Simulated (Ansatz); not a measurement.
# W (Im-3m) under several functionals

**Experimental background.**

From a printed reference work, monograph, original work of 1987, for a powder of W at 297.95 K: lattice constant a 3.16519 ± 0.000027 Å.

Plane-wave DFT in Ansatz with scalar-relativistic PAW potentials. The same structure was relaxed (cell and atoms, symmetry kept) in separate runs at each level. No spin polarisation.

| level | cutoff (eV) | k mesh | V (Å³/atom) | a (Å) |
| --- | --- | --- | --- | --- |
| LDA | 420 | 18×18×18 | 15.419 | 3.136 |
| PBEsol | 420 | 18×18×18 | 15.693 | 3.154 |
| PBE+D3(BJ) | 420 | 18×18×18 | 15.768 | 3.159 |
| PBE | 420 | 18×18×18 | 16.133 | 3.184 |

Where does r2SCAN (500 eV, k mesh 18×18×18) fall?

V (Å³/atom) 15.903, a (Å) 3.168. Its volume is between those of PBE+D3(BJ) and PBE. The usual order of volumes, LDA < PBEsol < PBE, holds here (15.419, 15.693, 16.133 Å³/atom). As a rule LDA overbinds; PBEsol, built on the gradient expansion of slowly varying densities, lies between LDA and PBE; PBE's stronger gradient term for exchange weakens bonds. Adding D3 to PBE changes the volume by -2.3 %; the term is attractive, so it pulls cells in. In metals the pairwise form ignores screening by the conduction electrons and often pulls in too far. r2SCAN lies 1.4 % under PBE in volume.

For PBE: A measured lattice constant a of W is 3.16519 Å (297.95 K; powder; a printed reference work, monograph, original work of 1987); the calculated 3.184 Å misses it by +0.6 %. The calculations are for 0 K without zero-point motion.

Spin–orbit coupling is left out, which can shift energies with elements as heavy as these.